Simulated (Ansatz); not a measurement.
CoO: single point with PBEsol

Crystal: CoO.

```xyz
4
Lattice="3.1976 0.0000 0.0000 -1.5988 2.7692 0.0000 0.0000 0.0000 5.2287" Properties=species:S:1:pos:R:3 pbc="T T T"
Co    0.0000    1.8462    2.6319
Co    0.0000    0.0000    0.0182
O     0.0000    1.8462    4.5571
O     0.0000    0.0000    1.9430
```

Measurements of this composition are mostly on another form, of space group No. 225.

| Quantity | Value |
| --- | --- |
| Program | Ansatz 0.2.0 |
| Task | single point |
| Functional | PBEsol |
| Potentials or basis | Ansatz PAW |
| Cutoff | 420 eV (not typed: the program's choice for these potentials) |
| k mesh | 10 × 10 × 5 |
| Occupations | fermi-dirac, width 0.05 eV |
| Spin | no spin polarisation |

The pressure is -22.2 GPa and the largest force is 0.077 eV/Å. The band gap on the k mesh is none (metal or under the smearing width).

Forces on the atoms (eV/Å):
```
Co   0.000  0.000 -0.075
Co   0.000  0.000 -0.077
O    0.000  0.000  0.076
O    0.000  0.000  0.076
```

Stress tensor (GPa, compression positive):
```
-24.66   0.00   0.00
  0.00 -24.66   0.00
  0.00   0.00 -17.17
```

Levels at points of the mesh, in eV from the Fermi level:
```csv
k point,band 21,band 22,band 23,band 24,band 25,band 26
"(0.00, 0.00, 0.00)",-0.91,0.13,0.39,0.39,1.22,1.31
"(0.00, -0.50, 0.00)",-0.95,-0.76,-0.48,-0.33,0.51,0.57
```

Wall time 17 s on 2 threads of Intel(R) Xeon(R) Processor @ 2.50GHz (Skylake/Cascade Lake), on a shared host, peak memory 0.35 GiB.

Caveat: the pressure holds a Pulay correction of +0.6 GPa for the finite cutoff; the run has no spin polarisation, though such a crystal can be magnetic; semilocal functionals often make such compounds metallic where correlation or magnetic order opens a gap, which also shifts bond lengths; the PAW data sets come from PBE, with cores solved anew for the run's functional, which leaves a small shift of forces and pressure. Spin polarisation is off, so any magnetic state and its effect on volume and gap are missing.
